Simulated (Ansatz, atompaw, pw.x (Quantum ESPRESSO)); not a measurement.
From atom to crystal: PAW (atompaw) potential for Mo (Z = 42)

- Element: Mo (Z = 42)
- Generator: atompaw 4.2.0.5
- Type: PAW
- Functional: PBEsol
- Relativity: scalar-relativistic
- Frozen core: [Ar] 3d10
- Valence charge: 14
- Reference configuration: 4s2 4p6 4d5 5s1 5p0
- Partial waves: 4s (bound): rc 1.65 bohr; 5s (bound): rc 2.80 bohr; 4p (bound): rc 1.90 bohr; 5p (bound, empty): rc 2.80 bohr; 4d (bound): rc 2.80 bohr; 4d channel at 1.3 Ry: rc 2.80 bohr
- Local potential: vpsmatchnc scheme with l = 3 at -0.5 Ry, radius 2.05 bohr
- Core correction: smooth core density matched at 2.40 bohr
- Augmentation charge: besselshape compensation charge, radius 2.65 bohr; PAW radius 2.80 bohr; waves and projectors: custom polynom vanderbiltortho

Crystal test: bcc Mo in pw.x 7.5, no spin, 15³ k-points, Fermi–Dirac smearing 0.01 Ry, cutoffs 50/500 Ry. The reference is all-electron LAPW (Ansatz 0.2.0) with the same functional, mesh and smearing; V0 and B0 come from Birch–Murnaghan fits to the pressures at five volumes. Errors are pseudo minus all-electron; Δ is the rms difference of the E(V) curves that follow from these fits, minima aligned, over ±6 % about the mean V0. Mesh and smearing are coarse, so the numbers serve the comparison and aren't converged zero-temperature values; the lattice is a test structure that the element need not adopt.

All-electron: a0 = 3.131 Å (V0 = 15.34 Å³/atom), B0 = 279.7 GPa.

Question: How far does the potential miss the all-electron equation of state?

Answer: mean pressure error (GPa): -2.62; a0 (Å): 3.121; a0 error (%): -0.31; B0 error (%): +0.3; Δ (meV/atom): 8.8. The largest radius (2.80 bohr) exceeds half the bond length (2.56 bohr), so the spheres overlap, which is one possible source of error among others.

```json
{"V (Å³/atom)": "14.561", "P all-electron (GPa)": "16.26", "P pseudo (GPa)": "13.10"}
{"V (Å³/atom)": "14.944", "P all-electron (GPa)": "7.74", "P pseudo (GPa)": "4.90"}
{"V (Å³/atom)": "15.327", "P all-electron (GPa)": "0.24", "P pseudo (GPa)": "-2.35"}
{"V (Å³/atom)": "15.710", "P all-electron (GPa)": "-6.34", "P pseudo (GPa)": "-8.70"}
{"V (Å³/atom)": "16.093", "P all-electron (GPa)": "-12.13", "P pseudo (GPa)": "-14.28"}
```

Question: At the middle volume, how do free energy and pressure move when the wave cutoff is lowered (ecutrho held at 500 Ry)?

Answer:

```
cutoff (Ry)  shift of F (meV/atom)  shift of P (GPa)
         22                 +166.7             -0.38
         30                  +89.8             -2.84
         40                   +5.9             -0.41
```

The run at the middle volume (120 k-points, 8 iterations) took about 11 s on one core of a shared host (Intel(R) Xeon(R) 6975P-C, 192 threads, 378 GiB, load 34).
